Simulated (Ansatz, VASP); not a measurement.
# AsPt4 in VASP and in Ansatz

```
As Pt
1.0
     4.60519    0.00000    0.00000
     0.00000    4.60519    0.00000
     0.00000    0.00000    4.60519
As Pt
1 4
Direct
  0.00000 0.00000 0.00000
  0.50000 0.00000 0.00000
  0.00000 0.50000 0.00000
  0.00000 0.00000 0.50000
  0.50000 0.50000 0.50000
```

Change from the starting cell: species swapped into the Co4N type (Pm-3m, No. 221).

Alike in both runs: functional PBE; k mesh 8 × 8 × 8; occupations gaussian, width 0.1 eV; no spin polarisation.

Ansatz relaxed the structure, and its values are those at the end. VASP's run is a single point on that final structure, the one shown.

|  | VASP | Ansatz |
| --- | --- | --- |
| version | VASP 6.6.1 | Ansatz 0.2.0 |
| potentials or method | VASP PAW PBE potentials, release 64 (As, Pt) | scalar-relativistic, plane waves, PAW |
| plane-wave cutoff (eV) | 520 | 420 |
| valence electrons in the cell | 45 | 87 |

```csv
,VASP,Ansatz,Ansatz less VASP
gap on the k mesh at the Fermi level (eV),none,none,-
pressure (GPa),0.3,0.0,-0.32
```

A gap of «none» marks a metal or a gap that the smearing closes. The two sets of potentials don't hold the same shells in valence.

The runs have no spin-orbit coupling, so splittings on Pt are missing.
